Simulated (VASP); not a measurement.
# Al (Fm-3m) in VASP: notebook

One crystal, Al, is run at these levels: PBE; tasks: relaxation of cell and atoms, vibrations by finite differences.

Program: VASP 6.6.1. These are calculated values, not measurements. Logs are shortened: lines on timing, memory, paths and dates and some standing lists are left out, and cuts for length are marked.

**1. The crystal as given**

The structure is cubic, space group Fm-3m (No. 225). Conventional cell: a = 4.050 Å, b = 4.050 Å, c = 4.050 Å, α = 90.00°, β = 90.00°, γ = 90.00°. Al (site symmetry m-3m) is surrounded by 12 Al at 2.86 Å.

**2. Relaxation of cell and atoms, PBE**

INCAR reads:

```
SYSTEM = Al
PREC = Accurate
ENCUT = 520
EDIFF = 1E-7
ISMEAR = 1
SIGMA = 0.2
LREAL = .False.
LASPH = .True.
NELM = 100
ALGO = Fast
ISIF = 3
LWAVE = .False.
LCHARG = .False.
GGA = PE
IBRION = 2
NSW = 80
EDIFFG = -0.002
```

KPOINTS reads:

```
Automatic mesh
0
Gamma
  18 18 18
  0 0 0
```

POSCAR reads:

```
Al
1.0
    0.0000000000      2.0248050000      2.0248050000
    2.0248050000      0.0000000000      2.0248050000
    2.0248050000      2.0248050000      0.0000000000
Al
1
Direct
    0.0000000000      0.0000000000      0.0000000000
```

Potentials or basis: VASP PAW PBE potentials, release 64 (Al).

Run with:

```console
> cat potpaw_PBE.64/Al/POTCAR > POTCAR
> mpirun -np 1 vasp_std > vasp.out
```

OUTCAR:

```text
SYSTEM = Al
   PREC = Accurate
   ENCUT = 520
   EDIFF = 1E-7
   ISMEAR = 1
   LREAL = .False.
   LASPH = .True.
   NELM = 100
   ISIF = 3
   GGA = PE
   IBRION = 2
   NSW = 80
   EDIFFG = -0.002

 ion  position               nearest neighbor table
   1  0.000  0.000  0.000-

  LATTYP: Found a face centered cubic cell.
 ALAT       =     4.0496100000

  Lattice vectors:

 A1 = (   0.0000000000,   2.0248050000,   2.0248050000)
 A2 = (   2.0248050000,   0.0000000000,   2.0248050000)
 A3 = (   2.0248050000,   2.0248050000,   0.0000000000)

Analysis of symmetry for initial positions (statically):
=====================================================================
 Subroutine PRICEL returns:
 Original cell was already a primitive cell.

 Routine SETGRP: Setting up the symmetry group for a
 face centered cubic supercell.

 Subroutine GETGRP returns: Found 48 space group operations
 (whereof 48 operations were pure point group operations)
 out of a pool of 48 trial point group operations.

The static configuration has the point symmetry O_h .

Analysis of symmetry for dynamics (positions and initial velocities):
=====================================================================
 Subroutine PRICEL returns:
 Original cell was already a primitive cell.

 Routine SETGRP: Setting up the symmetry group for a
 face centered cubic supercell.

 Subroutine GETGRP returns: Found 48 space group operations
 (whereof 48 operations were pure point group operations)
 out of a pool of 48 trial point group operations.

The dynamic configuration has the point symmetry O_h .

 Subroutine INISYM returns: Found 48 space group operations
 (whereof 48 operations are pure point group operations),
 and found     1 'primitive' translations

----------------------------------------------------------------------------------------

                                     Primitive cell

  volume of cell :      16.6027

  direct lattice vectors                    reciprocal lattice vectors
     0.000000000  2.024805000  2.024805000    -0.246937359  0.246937359  0.246937359
     2.024805000  0.000000000  2.024805000     0.246937359 -0.246937359  0.246937359
     2.024805000  2.024805000  0.000000000     0.246937359  0.246937359 -0.246937359

  length of vectors
     2.863506692  2.863506692  2.863506692     0.427708053  0.427708053  0.427708053

  position of ions in fractional coordinates (direct lattice)
     0.000000000  0.000000000  0.000000000

  ion indices of the primitive-cell ions
   primitive index   ion index
                 1           1

----------------------------------------------------------------------------------------

 KPOINTS: Automatic mesh

Automatic generation of k-mesh.
 Grid dimensions read from file:
 generate k-points for:   18   18   18

 Generating k-lattice:

  Cartesian coordinates                     Fractional coordinates (reciprocal lattice)
    -0.013718742  0.013718742  0.013718742     0.055555556  0.000000000  0.000000000
     0.013718742 -0.013718742  0.013718742     0.000000000  0.055555556  0.000000000
     0.013718742  0.013718742 -0.013718742     0.000000000  0.000000000  0.055555556

  Length of vectors
     0.023761558  0.023761558  0.023761558

  Shift w.r.t. Gamma in fractional coordinates (k-lattice)
     0.000000000  0.000000000  0.000000000

 Subroutine IBZKPT returns following result:
 ===========================================

 Found    195 irreducible k-points:

 Following reciprocal coordinates:
            Coordinates               Weight
  0.000000  0.000000  0.000000      1.000000
  0.055556  0.000000  0.000000      8.000000
  0.111111  0.000000  0.000000      8.000000
  0.166667  0.000000  0.000000      8.000000
  0.222222  0.000000  0.000000      8.000000
  0.277778  0.000000  0.000000      8.000000
[... 16 lines left out ...]
 -0.277778  0.055556  0.000000     24.000000
 -0.222222  0.055556  0.000000     24.000000
 [... further k-points ...]
   k-points           NKPTS =    195   k-points in BZ     NKDIM =    195   number of bands    NBANDS=      5
   number of dos      NEDOS =    301   number of ions     NIONS =      1
   total plane-waves  NPLWV =  13824
   dimension x,y,z NGX =    24 NGY =   24 NGZ =   24
   dimension x,y,z NGXF=    48 NGYF=   48 NGZF=   48
   ions per type =               1
   NGX,Y,Z   is equivalent  to a cutoff of  13.93, 13.93, 13.93 a.u.
   NGXF,Y,Z  is equivalent  to a cutoff of  27.87, 27.87, 27.87 a.u.
 SYSTEM =  Al
   PREC   = accura    normal or accurate (medium, high low for compatibility)
   ISTART =      0    job   : 0-new  1-cont  2-samecut
   ICHARG =      2    charge: 1-file 2-atom 10-const
   ISPIN  =      1    spin polarized calculation?
   LNONCOLLINEAR =      F non collinear calculations
   LSORBIT =      F    spin-orbit coupling
   LASPH  =      T    aspherical Exc in radial PAW
   ENCUT  =  520.0 eV  38.22 Ry    6.18 a.u.   5.32  5.32  5.32*2*pi/ulx,y,z
   NELM   =    100;   NELMIN=  2; NELMDL= -5     # of ELM steps
   EDIFF  = 0.1E-06   stopping-criterion for ELM
   LREAL  =      F    real-space projection
   EDIFFG = -.2E-02   stopping-criterion for IOM
   NSW    =     80    number of steps for IOM
   IBRION =      2    ionic relax: 0-MD 1-quasi-New 2-CG
   NFREE  =      1    steps in history (QN), initial steepest desc. (CG)
   ISIF   =      3    stress and relaxation
   ISYM   =      2    0-nonsym 1-usesym 2-fastsym
   POTIM  = 0.5000    time-step for ionic-motion
   TEBEG  =    0.0;   TEEND  =   0.0 temperature during run
   PSTRESS=    0.0 pullay stress
   NELECT =       3.0000    total number of electrons
   NUPDOWN=      -1.0000    fix difference up-down
   EMIN   =  10.00;   EMAX   =-10.00  energy-range for DOS
   EFERMI =   0.00;   METHOD = LEGACY
   ISMEAR =     1;   SIGMA  =   0.20  broadening in eV -4-tet -1-fermi 0-gaus
   EFERMI_NEDOS =   21; number of points for ismear=-14 and -15
   IALGO  =     68    algorithm
   IMIX   =      4    mixing-type and parameters
     AMIX     =   0.40;   BMIX     =  1.00
     AMIX_MAG =   1.60;   BMIX_MAG =  1.00
  volume/ion in A,a.u.               =      16.60       112.04
  Fermi-wavevector in a.u.,A,eV,Ry     =   0.925526  1.748991 11.654733  0.856599
  Thomas-Fermi vector in A             =   2.051390
   LORBIT       =      0    0 simple, 1 ext, 2 COOP (PROOUT), +10 PAW based schemes
   GGA     = PE    functional components
   LHFCALC =     F    Hartree Fock is set to
   AEXX    =    0.0000 exact exchange contribution
   IVDW    =     0    specifies the selected vdW correction
   LEPSILON=     F    determine dielectric tensor
   LRPA    =     F    only Hartree local field effects (RPA)
 conjugate gradient relaxation of ions
 non-spin polarized calculation
 RMM-DIIS sequential band-by-band and
 Methfessel and Paxton  Order N= 1 SIGMA  =   0.20
  energy-cutoff  :      520.00
  volume of cell :       16.60
 maximum number of plane-waves:       459
 NGX is ok and might be reduce to    24
   NGX = 11   NGY = 11   NGZ = 11

--------------------------------------- Ionic step        1  -------------------------------------------

 number of electron       3.0000000 magnetization

 Free energy of the ion-electron system (eV)
  ---------------------------------------------------
  ext. energy  EPLUGINS =         0.00000000
  ---------------------------------------------------
  free energy    TOTEN  =        -3.74348933 eV

  energy without entropy =       -3.74275097  energy(sigma->0) =       -3.74324321

------------------------ aborting loop because EDIFF is reached ----------------------------------------

  FORCE on cell =-STRESS in cart. coord.  units (eV):
  Direction    XX          YY          ZZ          XY          YZ          ZX
  --------------------------------------------------------------------------------------
  -------------------------------------------------------------------------------------
  Total       -0.0562732     -0.0562732     -0.0562732      0.0000000      0.0000000     -0.0000000
  in kB       -5.4304094     -5.4304094     -5.4304094      0.0000000      0.0000000     -0.0000000
  external PRESSURE =      -5.4304094 kB  Pullay stress =       0.0000000 kB
[... 55 lines left out ...]
  energy  without entropy=       -3.7428335852  energy(sigma->0) =       -3.74340281

--------------------------------------- Ionic step        3  -------------------------------------------

 number of electron       3.0000000 magnetization

 Free energy of the ion-electron system (eV)
  ---------------------------------------------------
  ext. energy  EPLUGINS =         0.00000000
  ---------------------------------------------------
  free energy    TOTEN  =        -3.74369143 eV

  energy without entropy =       -3.74285162  energy(sigma->0) =       -3.74341150

 E-fermi :   7.9988     XC(G=0): -10.1998

 val. band max:        7.9942726490   @ k =  -0.2778   0.2778   0.0556
 cond. band min:       8.0010774838   @ k =  -0.2778   0.5000   0.2222
 fundamental gap:      0.0068048348
 Fermi energy:         7.9987682949

 k-point     1 :       0.0000    0.0000    0.0000
  band No.  band energies     occupation
      1      -3.1310      2.00000
      2      20.6342      0.00000
      3      20.6342      0.00000
      4      20.6342      0.00000
      5      22.1330      0.00000

 k-point     2 :       0.0556    0.0000    0.0000
  band No.  band energies     occupation
      1      -3.0470      2.00000
      2      19.1169      0.00000
      3      20.3230      0.00000
      4      20.3230      0.00000
      5      22.5751      0.00000
[... 169 lines left out ...]
 k-point    24 :      -0.2222    0.0556    0.0000
  band No.  band energies     occupation
      1      -1.4888      2.00000
      2      11.8527     -0.00000
      3      17.3003      0.00000
      4      20.1535      0.00000
      5      21.8998      0.00000

 [... further k-points ...]
[... 5 lines left out ...]
  --------------------------------------------------------------------------------------
  -------------------------------------------------------------------------------------
  Total        0.0001295      0.0001295      0.0001295      0.0000000     -0.0000000      0.0000000
  in kB        0.0125893      0.0125893      0.0125893      0.0000000     -0.0000000      0.0000000
  external PRESSURE =       0.0125893 kB  Pullay stress =       0.0000000 kB
[... 16 lines left out ...]
  FREE ENERGIE OF THE ION-ELECTRON SYSTEM (eV)
  ---------------------------------------------------
  free  energy   TOTEN  =        -3.7436914312 eV

  energy  without entropy=       -3.7428516233  energy(sigma->0) =       -3.74341150

 reached required accuracy - stopping structural energy minimisation
```

Wall time 22 s (1 thread of AMD EPYC 7R13 (Zen 3), shared host); peak memory 0.11 GiB.

Results:

```
Free energy                            : -3.7437 eV
Relaxed volume                         : 16.48 Å³/atom
Relaxed cell                           : a = 2.857 Å, b = 2.857 Å, c = 2.857 Å, α = 60.00°, β = 60.00°, γ = 60.00°
Space group after relaxing (to 0.05 Å) : Fm-3m (No. 225)
Energy gained by relaxing              : 0.2 meV/atom
Ionic steps                            : 3
Pressure after relaxing                : 0.0 GPa
Band gap on the k mesh                 : none (metal or under the smearing width)
```

Step by step:
```csv
step,energy change (eV),largest force (eV/Å),pressure (GPa),volume (Å³)
1,0.0000,0.0000,-0.54,16.60
2,-0.0002,0.0000,0.08,16.47
3,-0.0002,0.0000,0.00,16.48
```

Final structure:
```
Al
1.0
     0.00000    2.02000    2.02000
     2.02000    0.00000    2.02000
     2.02000    2.02000    0.00000
Al
1
Direct
  0.00000 0.00000 0.00000
```

Levels at points of the mesh, in eV from the Fermi level:
```
           k point  band 1  band 2  band 3  band 4  band 5
(0.00, 0.00, 0.00)  -11.13   12.64   12.64   12.64   14.13
(0.50, 0.00, 0.00)   -4.59   -4.37   11.43   11.43   11.48
(0.50, 0.50, 0.00)   -2.91   -1.59    5.27    5.61    5.61
```

**3. Relaxation of cell and atoms, PBE**

This run uses another cell than the first one, of 16.48 Å³/atom, 0.993 times its volume.

INCAR is that of step 2.

KPOINTS is that of step 2.

POSCAR reads:

```
Al                                      
1.0
   -0.0000000000      2.0199997602      2.0199997602
    2.0199997602      0.0000000000      2.0199997602
    2.0199997602      2.0199997602     -0.0000000000
  Al            
     1
Direct
     0.0000000000000000    0.0000000000000000    0.0000000000000000
```

Potentials or basis: VASP PAW PBE potentials, release 64 (Al).

Run with:

```console
> cat potpaw_PBE.64/Al/POTCAR > POTCAR
> mpirun -np 1 vasp_std > vasp.out
```

Run time: 13 s. Hardware: 1 thread of AMD EPYC 7R13 (Zen 3), shared host; peak memory 0.11 GiB.

Results (log left out):

```
Free energy             : -3.7437 eV
Pressure after relaxing : 0.0 GPa
Band gap on the k mesh  : none (metal or under the smearing width)
```

Final structure:
```
Al
1.0
     0.00000    2.02000    2.02000
     2.02000    0.00000    2.02000
     2.02000    2.02000    0.00000
Al
1
Direct
  0.00000 0.00000 0.00000
```

Levels at points of the mesh, in eV from the Fermi level:
| k point | band 1 | band 2 | band 3 | band 4 | band 5 |
| --- | --- | --- | --- | --- | --- |
| (0.00, 0.00, 0.00) | -11.13 | 12.64 | 12.64 | 12.64 | 14.13 |
| (0.50, 0.00, 0.00) | -4.59 | -4.37 | 11.43 | 11.48 | 11.48 |
| (0.50, 0.50, 0.00) | -2.91 | -1.59 | 5.27 | 5.61 | 5.61 |

Caveat: the relaxation stopped at its first step, so nothing moved.

[end of part 1 of 2]
